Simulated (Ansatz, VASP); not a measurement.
## AlN (lda) in VASP and in Ansatz

```
Al N
1.0
     3.08876    0.00000    0.00000
    -1.54438    2.67494    0.00000
     0.00000    0.00000    4.94331
Al N
2 2
Direct
  0.33333 0.66667 0.99901
  0.66667 0.33333 0.49901
  0.33333 0.66667 0.38099
  0.66667 0.33333 0.88099
```

Alike in both runs: task single point; functional LDA; k mesh 9 × 9 × 6; occupations gaussian, width 0.02 eV; no spin polarisation.

|  | VASP | Ansatz |
| --- | --- | --- |
| version | VASP 6.6.1 | Ansatz 0.2.0 |
| potentials or method | VASP PAW LDA potentials, release 64 (Al, N) | scalar-relativistic, plane waves, PAW |
| plane-wave cutoff (eV) | 520 | 420 |
| valence electrons in the cell | 16 | 16 |

```csv
,VASP,Ansatz,Ansatz less VASP
gap on the k mesh at the Fermi level (eV),4.42,4.42,-0.007
least direct gap on the mesh (eV),4.42,4.42,-0.007
pressure (GPa),0.6,0.0,-0.61
```

Caveats: an odd mesh through Γ misses points on the zone boundary, where band edges often lie.
